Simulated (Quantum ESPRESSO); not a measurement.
Cl:

```
Cl
1.0
     3.14500   -2.25000    0.00000
     3.14500    2.25000    0.00000
     0.00000    0.00000    8.21000
Cl
4
Cartesian
  3.1450 0.5850 3.2840
  3.1450 1.6650 7.3890
  3.1450 -0.5850 4.9260
  3.1450 -1.6650 0.8210
```

| Item | Value |
| --- | --- |
| Program | Quantum ESPRESSO 7.5 |
| Task | single point |
| Functional | PBEsol |
| Potentials or basis | GBRV 1.5 PBEsol |
| Cutoff | 612 eV |
| Density cutoff | 4898 eV |
| k mesh | 7 × 7 × 4 |
| Occupations | fermi-dirac, width 0.05 eV |
| Spin | no spin polarisation |

On this cell: pressure -0.9 GPa; largest force 0.174 eV/Å; band gap on the k mesh 2.44 eV, indirect (least direct gap 2.50 eV).

The same run follows on a disturbed copy (atoms moved at random, drawn with an rms of 0.05 Å):

```
Cl
1.0
     3.14500   -2.25000    0.00000
     3.14500    2.25000    0.00000
     0.00000    0.00000    8.21000
Cl
4
Direct
  0.38678 0.62888 0.40016
  0.12135 0.88168 0.90159
  0.62675 0.36759 0.60135
  0.86819 0.13529 0.09859
```

Question: What does the disturbed cell give?

Answer: The energy moves by +0.8 meV/atom; pressure 0.0 GPa; largest force 0.542 eV/Å; band gap on the k mesh 2.57 eV, indirect (least direct gap 2.61 eV).

Forces in eV/Å, atoms in the order of the input:
```
Cl  -0.030  0.000 -0.125
Cl  -0.007 -0.222 -0.489
Cl   0.030 -0.011  0.125
Cl   0.007  0.233  0.489
```

Stress tensor (GPa, compression positive):
```
 0.14 -0.01  0.03
-0.01 -0.20  0.55
 0.03  0.55  0.17
```

Caveats: an odd mesh through Γ misses points on the zone boundary, where band edges often lie.
